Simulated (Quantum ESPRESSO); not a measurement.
# Al2Cu (P4/mmm) in Quantum ESPRESSO: reference runs, part 2 of 2

Quantum ESPRESSO 7.5. Earlier steps stand in the parts before.

### Step 3. Single point, PBE (atoms moved at random, drawn with an rms of 0.05 Å)

The input, pw.in:

```
&CONTROL
  calculation = 'scf'
  prefix = 'pwscf'
  outdir = './tmp'
  pseudo_dir = './pseudo'
  tprnfor = .true.
  tstress = .true.
  disk_io = 'nowf'
/
&SYSTEM
  ibrav = 0
  nat = 3
  ntyp = 2
  ecutwfc = 55
  ecutrho = 440
  nbnd = 15
  occupations = 'smearing'
  smearing = 'fd'
  degauss = 0.00367493
/
&ELECTRONS
  conv_thr = 6d-10
  electron_maxstep = 120
  mixing_beta = 0.5
/
ATOMIC_SPECIES
Cu    63.5460 Cu.paw.z_11.ld1.psl.v1.0.0-low.upf
Al    26.9815 Al.pbe-n-kjpaw_psl.1.0.0.UPF
CELL_PARAMETERS angstrom
   4.1051820000    0.0000000000    0.0000000000
   0.0000000000    4.1051820000    0.0000000000
   0.0000000000    0.0000000000    2.8913130000
ATOMIC_POSITIONS crystal
Cu    -0.0039700000    0.0061610000    0.0024120000
Al     0.0093760000    0.4970560000    0.4682290000
Al     0.5060070000   -0.0098690000    0.4975350000
K_POINTS automatic
7 7 9 0 0 0
```

Potentials or basis: SSSP 1.3 efficiency PBE.

Started as:

```bash
OMP_NUM_THREADS=1 pw.x -in pw.in > pw.out
```

pw.out:

```text
This program is part of the open-source Quantum ESPRESSO suite
     for quantum simulation of materials; please cite
         "P. Giannozzi et al., J. Phys.:Condens. Matter 21 395502 (2009);
         "P. Giannozzi et al., J. Phys.:Condens. Matter 29 465901 (2017);
         "P. Giannozzi et al., J. Chem. Phys. 152 154105 (2020);
     in publications or presentations arising from this work. More details at

     file Cu.paw.z_11.ld1.psl.v1.0.0-low.upf: wavefunction(s)  4S 3D renormalized
     file Al.pbe-n-kjpaw_psl.1.0.0.UPF: wavefunction(s)  3S 3P renormalized

     G-vector sticks info
     --------------------
     sticks:   dense  smooth     PW     G-vecs:    dense   smooth      PW
     Sum        2093    1049    317                51281    18153    2987

     Using Slab Decomposition

     bravais-lattice index     =            0
     lattice parameter (alat)  =       7.7577  a.u.
     unit-cell volume          =     328.8187 (a.u.)^3
     number of atoms/cell      =            3
     number of atomic types    =            2
     number of electrons       =        17.00
     number of Kohn-Sham states=           15
     kinetic-energy cutoff     =      55.0000  Ry
     charge density cutoff     =     440.0000  Ry
     scf convergence threshold =      6.0E-10
     mixing beta               =       0.5000
     number of iterations used =            8  plain     mixing
     Exchange-correlation= SLA  PW   PBX  PBC
                           (   1   4   3   4   0   0   0)

     celldm(1)=   7.757670  celldm(2)=   0.000000  celldm(3)=   0.000000
     celldm(4)=   0.000000  celldm(5)=   0.000000  celldm(6)=   0.000000

     crystal axes: (cart. coord. in units of alat)
               a(1) = (   1.000000   0.000000   0.000000 )
               a(2) = (   0.000000   1.000000   0.000000 )
               a(3) = (   0.000000   0.000000   0.704308 )

     reciprocal axes: (cart. coord. in units 2 pi/alat)
               b(1) = (  1.000000  0.000000  0.000000 )
               b(2) = (  0.000000  1.000000  0.000000 )
               b(3) = (  0.000000  0.000000  1.419833 )

     PseudoPot. # 1 for Cu read from file:
     Cu.paw.z_11.ld1.psl.v1.0.0-low.upf
     Pseudo is Projector augmented-wave + core cor, Zval = 11.0
     Generated using &quot;atomic&quot; code by A. Dal Corso  v.6.3MaX
     Shape of augmentation charge: PSQ
     Using radial grid of 1199 points,  6 beta functions with:
                l(1) =   0
                l(2) =   0
                l(3) =   1
                l(4) =   1
                l(5) =   2
                l(6) =   2
     Q(r) pseudized with 0 coefficients

     PseudoPot. # 2 for Al read from file:
     Al.pbe-n-kjpaw_psl.1.0.0.UPF
     Pseudo is Projector augmented-wave + core cor, Zval =  3.0
     Generated using "atomic" code by A. Dal Corso  v.5.1
     Shape of augmentation charge: PSQ
     Using radial grid of 1135 points,  6 beta functions with:
                l(1) =   0
                l(2) =   0
                l(3) =   1
                l(4) =   1
                l(5) =   2
                l(6) =   2
     Q(r) pseudized with 0 coefficients

     atomic species   valence    mass     pseudopotential
     Cu               11.00    63.54600     Cu( 1.00)
     Al                3.00    26.98150     Al( 1.00)

     No symmetry found

   Cartesian axes

     site n.     atom                  positions (alat units)
         1        Cu     tau(   1) = (  -0.0039700   0.0061610   0.0016988  )
         2        Al     tau(   2) = (   0.0093760   0.4970560   0.3297775  )
         3        Al     tau(   3) = (   0.5060070  -0.0098690   0.3504179  )

     number of k points=   221  Fermi-Dirac smearing, width (Ry)=  0.0037

     Number of k-points >= 100: set verbosity='high' to print them.

     Dense  grid:    51281 G-vectors     FFT dimensions: (  54,  54,  40)

     Smooth grid:    18153 G-vectors     FFT dimensions: (  40,  40,  25)

     Initial potential from superposition of free atoms

     starting charge      16.9952, renormalised to      17.0000
     Starting wfcs are   17 randomized atomic wfcs

     Self-consistent Calculation

     iteration #  1     ecut=    55.00 Ry     beta= 0.50
     Davidson diagonalization with overlap
     ethr =  1.00E-02,  avg # of iterations =  5.8

     total energy              =    -292.02533650 Ry
     estimated scf accuracy    <       0.17814462 Ry

     iteration #  2     ecut=    55.00 Ry     beta= 0.50
     Davidson diagonalization with overlap
     ethr =  1.05E-03,  avg # of iterations =  2.6

     total energy              =    -292.05342677 Ry
     estimated scf accuracy    <       0.39451610 Ry

     iteration #  3     ecut=    55.00 Ry     beta= 0.50
     Davidson diagonalization with overlap
     ethr =  1.05E-03,  avg # of iterations =  2.2

     total energy              =    -292.10591050 Ry
     estimated scf accuracy    <       0.00238997 Ry

     iteration #  4     ecut=    55.00 Ry     beta= 0.50
     Davidson diagonalization with overlap
     ethr =  1.41E-05,  avg # of iterations =  7.2

     total energy              =    -292.10617224 Ry
     estimated scf accuracy    <       0.00101035 Ry

     iteration #  5     ecut=    55.00 Ry     beta= 0.50
     Davidson diagonalization with overlap
     ethr =  5.94E-06,  avg # of iterations =  2.2

     total energy              =    -292.10635462 Ry
     estimated scf accuracy    <       0.00051170 Ry

     iteration #  6     ecut=    55.00 Ry     beta= 0.50
     Davidson diagonalization with overlap
     ethr =  3.01E-06,  avg # of iterations =  1.4

     total energy              =    -292.10644440 Ry
     estimated scf accuracy    <       0.00001681 Ry

     iteration #  7     ecut=    55.00 Ry     beta= 0.50
     Davidson diagonalization with overlap
     ethr =  9.89E-08,  avg # of iterations =  2.2

     total energy              =    -292.10644959 Ry
     estimated scf accuracy    <       0.00000261 Ry

     iteration #  8     ecut=    55.00 Ry     beta= 0.50
     Davidson diagonalization with overlap
     ethr =  1.54E-08,  avg # of iterations =  2.0

     total energy              =    -292.10645008 Ry
     estimated scf accuracy    <          5.8E-09 Ry

     iteration #  9     ecut=    55.00 Ry     beta= 0.50
     Davidson diagonalization with overlap
     ethr =  3.40E-11,  avg # of iterations =  6.0

     total energy              =    -292.10645012 Ry
     estimated scf accuracy    <          1.6E-09 Ry

     iteration # 10     ecut=    55.00 Ry     beta= 0.50
     Davidson diagonalization with overlap
     ethr =  9.57E-12,  avg # of iterations =  2.0

     total energy              =    -292.10645012 Ry
     estimated scf accuracy    <          7.7E-10 Ry

     iteration # 11     ecut=    55.00 Ry     beta= 0.50
     Davidson diagonalization with overlap
     ethr =  4.55E-12,  avg # of iterations =  2.0

     End of self-consistent calculation

     Number of k-points >= 100: set verbosity='high' to print the bands.

     the Fermi energy is     8.3218 ev

!    total energy              =    -292.10645012 Ry
     total all-electron energy =     -4281.271779 Ry
     estimated scf accuracy    <          4.9E-11 Ry
     smearing contrib. (-TS)   =      -0.00088140 Ry
     internal energy E=F+TS    =    -292.10556872 Ry

     The total energy is F=E-TS. E is the sum of the following terms:
     one-electron contribution =     -68.14463310 Ry
     hartree contribution      =      51.61699064 Ry
     xc contribution           =     -49.74290232 Ry
     ewald contribution        =     -66.60447095 Ry
     one-center paw contrib.   =    -159.23055298 Ry

     convergence has been achieved in  11 iterations

     Forces acting on atoms (cartesian axes, Ry/au):

     atom    1 type  1   force =     0.01008892   -0.00939874   -0.01286495
     atom    2 type  2   force =    -0.00036761    0.00789701    0.01195408
     atom    3 type  2   force =    -0.00972131    0.00150173    0.00091087

     Total force =     0.025664     Total SCF correction =     0.000002

     Computing stress (Cartesian axis) and pressure

          total   stress  (Ry/bohr**3)                   (kbar)     P=        7.05
   0.00005635   0.00000478  -0.00000010            8.29        0.70       -0.01
   0.00000478   0.00008660   0.00002325            0.70       12.74        3.42
  -0.00000010   0.00002325   0.00000092           -0.01        3.42        0.13

=------------------------------------------------------------------------------=
   JOB DONE.
=------------------------------------------------------------------------------=
```

It took 2.3 min on 1 thread of Arm Neoverse V2, shared host; peak memory 0.32 GiB.

Results:

```yaml
Free_energy: -3974.3107 eV
Pressure: 0.7 GPa
Largest_force: 0.485 eV/Å
Band_gap_on_the_k_mesh: none (metal or under the smearing width)
```

Forces on the atoms (eV/Å):
```
Cu   0.259 -0.242 -0.331
Al  -0.009  0.203  0.307
Al  -0.250  0.039  0.023
```

Levels at points of the mesh, in eV from the Fermi level:
| k point | band 6 | band 7 | band 8 | band 9 | band 10 | band 11 | band 12 | band 13 |
| --- | --- | --- | --- | --- | --- | --- | --- | --- |
| (0.00, 0.00, 0.00) | -4.02 | -2.39 | -2.38 | -0.10 | 0.88 | 5.95 | 6.16 | 6.16 |
